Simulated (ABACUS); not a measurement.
Wanted: the native input for an ABACUS 3.10.1 run.

| Property | Result |
| --- | --- |
| Task | relaxation of cell and atoms |
| Functional | PBEsol |
| Potentials or basis | PseudoDojo NC SR 0.4.1 PBE standard |
| Cutoff | 1143 eV |
| Density cutoff | 4572 eV |
| Basis | plane waves |
| k mesh | 8 × 8 × 4 |
| Occupations | fermi-dirac, width 0.05 eV |
| Spin | no spin polarisation |
| Max steps of the relaxation | 60 |
| Force threshold | 0.02 eV/Å |
| Optimiser | cg |
| Stress threshold | 0.5 kbar |
| Radial cutoff of the potentials (pseudo_rcut) | 10 bohr |
| SCF threshold on the density | 1e-08 |
| Max SCF steps | 100 |
| Eigensolver | dav |
| Mixing | broyden |
| Mixing share | 0.7 |
| Symmetry key | 1 |
| Bands | 22 |

GaN:

```
Ga N
1.0
     3.18000    0.00000    0.00000
    -1.59000    2.75396    0.00000
     0.00000    0.00000    5.16600
Ga N
2 2
Cartesian
  1.5900 0.9180 2.5830
  0.0000 1.8360 0.0000
  1.5900 0.9180 4.5203
  0.0000 1.8360 1.9373
```

One way to write it, as run:

INPUT

```
INPUT_PARAMETERS
suffix              GaN
calculation         cell-relax
basis_type          pw
pseudo_dir          ./
latname             hexagonal
symmetry            1
dft_functional      pbesol
ecutwfc             84
pseudo_rcut         10
nspin               1
nbands              22
ks_solver           dav
smearing_method     fd
smearing_sigma      0.00367493
scf_thr             1e-08
scf_nmax            100
mixing_type         broyden
mixing_beta         0.7
cal_force           1
cal_stress          1
relax_nmax          60
force_thr_ev        0.02
relax_method        cg
out_stru            1
stress_thr          0.5
kpar                4
```

STRU

```
ATOMIC_SPECIES
Ga 69.7230 Ga.upf
N 14.0070 N.upf

LATTICE_CONSTANT
6.0093290763

LATTICE_PARAMETERS
1.6245283019

ATOMIC_POSITIONS
Direct

Ga
0.0
2
0.6666666667 0.3333333333 0.5000000000 1 1 1
0.3333333333 0.6666666667 0.0000000000 1 1 1

N
0.0
2
0.6666666667 0.3333333333 0.8750000000 1 1 1
0.3333333333 0.6666666667 0.3750000000 1 1 1
```

KPT

```
K_POINTS
0
Gamma
8 8 4 0 0 0
```

Potentials or basis: PseudoDojo NC SR 0.4.1 PBE standard, plane waves.

Run with:

```sh
$ OMP_NUM_THREADS=1 mpirun -np 4 abacus > log
```

Results of the run:

```yaml
Relaxed_volume: 11.41 Å³/atom
Relaxed_cell: a = 3.187 Å, b = 3.187 Å, c = 5.191 Å, α = 90.00°, β = 90.00°, γ = 120.00°
Space_group_after_relaxing_to_0.05_Å: P6_3mc (No. 186)
Energy_gained_by_relaxing: 0.9 meV/atom
Ionic_steps: 6
Pressure_after_relaxing: 0.0 GPa
Band_gap_on_the_k_mesh: 1.83 eV, direct
```

Caveat: there are fewer bands than atomic start orbitals, so a level may be missed at k points of high symmetry; the potentials were made for another functional, which shifts forces and pressure.

It took 49 s on 4 MPI ranks on Intel(R) Xeon(R) Platinum 8375C CPU @ 2.90GHz (Ice Lake), with other jobs on the host, peak memory 0.44 GiB a rank.
